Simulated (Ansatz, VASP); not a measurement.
**Two plane-wave programs on Si**

```xyz
2
Lattice="3.8688 0.0000 0.0000 -1.9344 3.3505 0.0000 0.0000 0.0000 24.7182" Properties=species:S:1:pos:R:3 pbc="T T T"
Si    0.0000    2.2337    9.0036
Si    1.9344    1.1168    9.4555
```

Alike in both runs: functional PBE; k mesh 12 × 12 × 1; occupations gaussian, width 0.1 eV; no spin polarisation.

Ansatz relaxed the structure, and its values are those at the end. VASP's run is a single point on that final structure, the one shown.

|  | VASP | Ansatz |
| --- | --- | --- |
| version | VASP 6.6.1 | Ansatz 0.2.0 |
| potentials or method | VASP PAW PBE potentials, release 64 (Si) | scalar-relativistic, plane waves, PAW |
| plane-wave cutoff (eV) | 520 | 420 |
| valence electrons in the cell | 8 | 8 |

```tsv
	VASP	Ansatz	Ansatz less VASP
gap on the k mesh at the Fermi level (eV)	none	none	-
rms of the force components (eV/Å)	0.003	0.000	-0.0031
```

A gap of «none» marks a metal or a gap that the smearing closes. The functional is the same, so the differences come from potentials, cutoffs and numerics.
